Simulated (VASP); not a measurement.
Set up this calculation in VASP 6.6.1, as the native input.

| Quantity | Value |
| --- | --- |
| Task | single point |
| Functional | r2SCAN |
| Potentials or basis | VASP PAW PBE potentials, release 64 (Sb) |
| Cutoff | 520 eV |
| k mesh | 14 × 14 × 4 |
| Occupations | gaussian, width 0.1 eV |
| Spin | no spin polarisation |
| Dipole correction | no |
| Further INCAR settings | ALGO = Normal; EDIFF = 1e-07; NBANDS = 18 |

The system is Sb.

```xyz
4
Lattice="2.6706 -1.8656 0.0000 2.6706 1.8656 0.0000 0.0000 0.0000 10.8011" Properties=species:S:1:pos:R:3 pbc="T T T"
Sb    2.6706   -0.9247    1.3500
Sb    2.6706   -0.9410    6.7505
Sb    2.6706    0.9247    9.4512
Sb    2.6706    0.9410    4.0506
```

The cell was built by a generator and needn't be a form met in nature.

One way to write it, as run:

POSCAR

```
Sb
1.0
    2.6706211454     -1.8656289279      0.0000000000
    2.6706211454      1.8656289279      0.0000000000
    0.0000000000      0.0000000000     10.8011258219
Sb
4
Direct
    0.7478144110      0.2521855890      0.1249826416
    0.7521855890      0.2478144110      0.6249826416
    0.2521855890      0.7478144110      0.8750173584
    0.2478144110      0.7521855890      0.3750173584
```

INCAR.step1

```
SYSTEM = Sb
PREC     = Accurate       ! precision mode
ENCUT    = 520            ! plane-wave cutoff, eV
ISMEAR   = 0              ! smearing method
SIGMA    = 0.1            ! smearing width, eV
LREAL    = .False.        ! projectors in reciprocal space
LASPH    = .True.         ! aspherical terms in the spheres
NELM     = 100            ! most SCF steps
NBANDS   = 18             ! bands
GGA      = PE             ! functional
ALGO     = Normal         ! electronic algorithm
EDIFF    = 1E-4           ! SCF threshold, eV
LWAVE    = .True.         ! write WAVECAR
LCHARG   = .False.        ! write CHGCAR
```

INCAR.step2

```
SYSTEM = Sb
PREC     = Accurate       ! precision mode
ENCUT    = 520            ! plane-wave cutoff, eV
EDIFF    = 1E-7           ! SCF threshold, eV
ISMEAR   = 0              ! smearing method
SIGMA    = 0.1            ! smearing width, eV
LREAL    = .False.        ! projectors in reciprocal space
LASPH    = .True.         ! aspherical terms in the spheres
NELM     = 100            ! most SCF steps
ALGO     = Normal         ! electronic algorithm
ISIF     = 2              ! what is computed and relaxed
LWAVE    = .False.        ! write WAVECAR
LCHARG   = .False.        ! write CHGCAR
METAGGA  = R2SCAN         ! meta-GGA
LMIXTAU  = .True.       
NBANDS   = 18             ! bands
ISTART   = 1
```

KPOINTS

```
regular mesh
0
Gamma
  14 14 4
  0 0 0
```

Potentials or basis: VASP PAW PBE potentials, release 64 (Sb).

Run with:

```sh
$ cat potpaw_PBE.64/Sb/POTCAR > POTCAR
$ cp INCAR.step1 INCAR
$ mpirun -np 1 vasp_std > vasp.out
$ cp INCAR.step2 INCAR
$ mpirun -np 1 vasp_std > vasp.out
```

It gave:

- Pressure: -0.1 GPa
- Band gap on the k mesh: none (metal or under the smearing width)

Caveat: the PAW data sets were made with another functional, which shifts forces and pressure a little.

It took 9.1 min on 1 thread of AMD EPYC 9R45 96-Core Processor (Zen 5), with other jobs on the host, peak memory 0.36 GiB.
